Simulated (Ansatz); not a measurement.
Rb:

```
Rb
1.0
    -2.80250    2.80250    2.80250
     2.80250   -2.80250    2.80250
     2.80250    2.80250   -2.80250
Rb
1
Direct
  0.00000 0.00000 0.00000
```

```yaml
Program: Ansatz 0.2.0
Task: relaxation of cell and atoms
Functional: revPBE
Potentials_or_basis: all-electron LAPW, scalar-relativistic
Basis_error_allowed: 0.001 eV/atom
k_mesh: 7 × 7 × 7
Occupations: fermi-dirac, width 0.05 eV
Spin: no spin polarisation
```

At the start: volume 88.04 Å³/atom.

Question: Where does the relaxation end?

Answer: Over 5 steps the energy falls by 10.9 meV/atom and the volume is 98.86 Å³/atom (+12.3 %); space group Im-3m (No. 229, to 0.05 Å).

Step by step:
```
step  energy change (eV)  largest force (eV/Å)  volume (Å³)
   1              0.0000                0.0000        88.04
   2             -0.0020                0.0000        89.03
   3             -0.0107                0.0000        97.61
   4             -0.0109                0.0000        98.86
   5             -0.0109                0.0000        98.86
```

Final structure:
```
Rb
1.0
    -2.91285    2.91285    2.91285
     2.91285   -2.91285    2.91285
     2.91285    2.91285   -2.91285
Rb
1
Direct
  0.00000 0.00000 0.00000
```
